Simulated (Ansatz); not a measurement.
**InAs: phonons with PBEsol**

Crystal: InAs.

```xyz
2
Lattice="0.0000 2.8773 2.8773 2.8773 0.0000 2.8773 2.8773 2.8773 0.0000" Properties=species:S:1:pos:R:3 pbc="T T T"
In    2.8773    2.8773    2.8773
As    0.0000    0.0000    0.0000
```

Measurements of this composition are mostly on another form, of space group No. 216.

| Property | Result |
| --- | --- |
| Program | Ansatz 0.2.0 |
| Task | phonons |
| Functional | PBEsol |
| Potentials or basis | all-electron PAW datasets made for the crystal |
| Cutoff | 270 eV (chosen from the basis error) |
| k mesh | 8 × 8 × 8 |
| Occupations | fermi-dirac, width 0.05 eV |
| Spin | no spin polarisation |
| Phonons | method dfpt |

```
Band gap on the k mesh        : none (metal or under the smearing width)
Highest phonon frequency at Γ : 108 cm⁻¹
```

Levels at points of the mesh, in eV from the Fermi level:
| k point | band 7 | band 8 | band 9 | band 10 | band 11 | band 12 |
| --- | --- | --- | --- | --- | --- | --- |
| (0.00, 0.00, 0.00) | -0.72 | -0.20 | -0.20 | -0.20 | 7.16 | 7.16 |
| (0.00, 0.00, -0.50) | -6.53 | 0.18 | 0.18 | 2.05 | 3.24 | 3.24 |
| (0.00, -0.50, -0.50) | -4.72 | -2.97 | -2.24 | -2.24 | 3.81 | 9.14 |
| (-0.50, 0.00, -0.50) | -4.72 | -2.97 | -2.24 | -2.24 | 3.81 | 9.14 |

Phonon frequencies in cm⁻¹ (negative: imaginary):
```
              q point        frequencies
(0.000, 0.000, 0.000)  0 0 0 108 108 108
```

Wall time 72 s on 1 thread of Arm Neoverse V1, with other jobs on the host, peak memory 0.63 GiB.

Caveat: a metal's response needs a denser mesh; the program warned that the printed levels may be off, so bands, gaps and densities of states are rough.
